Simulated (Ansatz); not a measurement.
**Spinel MgAl2O4**

All values below come from PBE-D3(BJ) (plane waves, PAW; Ansatz, a first-principles code).

Settings: plane-wave cutoff 500 eV, 8×8×8 k mesh, gaussian smearing 0.02 eV, scalar-relativistic PAW data made under PBE.

Cell: relaxed at this level.

For spinel MgAl2O4, the volume per atom is 9.53 Å³/atom and the equilibrium lattice constant a is 8.112 Å. The band gap is 5.32 eV (on the SCF k mesh).

Measured, for comparison: band gap 7.8 eV (temperature not stated, not corrected to a static lattice; as tabulated in Neo et al. (2023), doi:10.1002/gch2.202200236); equilibrium volume per atom 9.40 Å³/atom, lattice constant a 8.074 Å (0 K, fit to 77–300 K taken to 0 K; as tabulated in Grimes and Al-Ajaj (1992), doi:10.1088/0953-8984/4/30/004). Computed (rounded) less measured: band gap -2.48 eV, equilibrium volume per atom +1.4 %, lattice constant a +0.5 %.

Static lattice: no zero-point or thermal effects.

The result took around 80 core-seconds (rough).
